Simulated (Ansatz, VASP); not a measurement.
# Sn: VASP beside Ansatz

File INCAR:

```
SYSTEM = Sn
  PREC = Accurate
  ENCUT = 520
  EDIFF = 1E-6
  ISMEAR = -1
  SIGMA = 0.05
  LREAL = .FALSE.
  LASPH = .TRUE.
  NELM = 60
  ALGO = Normal
  ISIF = 2
  LWAVE = .FALSE.
  LCHARG = .FALSE.
  GGA = PS
  NBANDS = 21
```

KPOINTS

```
Automatic mesh
0
G
  5 5 5
  0 0 0
```

Contents of POSCAR:

```
Sn
1.0
   -2.9401404553      2.9401404553      1.5993019889
    2.9401404553     -2.9401404553      1.5993019889
    2.9401404553      2.9401404553     -1.5993019889
Sn
2
Direct
    0.0000000000      0.0000000000      0.0000000000
    0.7500000000      0.2500000000      0.5000000000
```

File input.yaml:

```yaml
crystal:
  lattice:
    - [-2.9401404553, 2.9401404553, 1.5993019889]
    - [2.9401404553, -2.9401404553, 1.5993019889]
    - [2.9401404553, 2.9401404553, -1.5993019889]
  atoms:
    - { symbol: Sn, position: [0.0, 0.0, 0.0] }
    - { symbol: Sn, position: [0.75, 0.25, 0.5] }
hamiltonian:
  xc: pbesol
  pseudopotentials: { kind: paw }
kpoints:
  mp_grid: { grid: [5, 5, 5] }
  band_path:
    path:
      - [[0.0, 0.0, 0.0], [0.0, 0.0, 0.5], [-0.5, 0.5, 0.5], [0.0, 0.0, 0.0], [0.3239715651, 0.3239715651, -0.3239715651], [0.25, 0.25, 0.25], [0.0, 0.5, 0.0], [-0.3239715651, 0.6760284349, 0.3239715651], [-0.5, 0.5, 0.5]]
      - [[0.0, 0.0, 0.5], [0.25, 0.25, 0.25]]
    npoints: 14
scf:
  occupations: { method: fermi_dirac, width: 0.05 }
  n_extra_bands: 6
output:
  forces: true
  stress: true
  eigenvalues: true
  fatbands: false
```

Alike in both runs: functional PBEsol; k mesh 5 × 5 × 5; occupations fermi-dirac, width 0.05 eV; no spin polarisation.

|  | VASP | Ansatz |
| --- | --- | --- |
| version | VASP 6.6.1 | Ansatz 0.2.0 |
| potentials or method | VASP PAW PBE potentials, release 64 (Sn_d) | Ansatz PAW |
| plane-wave cutoff (eV) | 520 | 420 |
| valence electrons in the cell | 28 | 28 |
| task | single point | band structure |

```csv
,VASP,Ansatz,Ansatz less VASP
gap on the k mesh at the Fermi level (eV),none,none,-
pressure (GPa),-1.1,-1.0,+0.05
largest component of the traceless stress (GPa),3.46,3.47,+0.010
```

A gap of «none» marks a metal or a gap that the smearing closes.

Caveats: the k mesh is coarse (spacing up to 0.45 Å⁻¹), so the values aren't converged; the PAW data sets were made with another functional, which shifts forces and pressure a little (VASP); spin-orbit coupling is left out, which moves the levels of the heavy elements (Ansatz); the PAW data sets come from PBE, with cores solved anew for the run's functional, which leaves a small shift of forces and pressure (Ansatz).
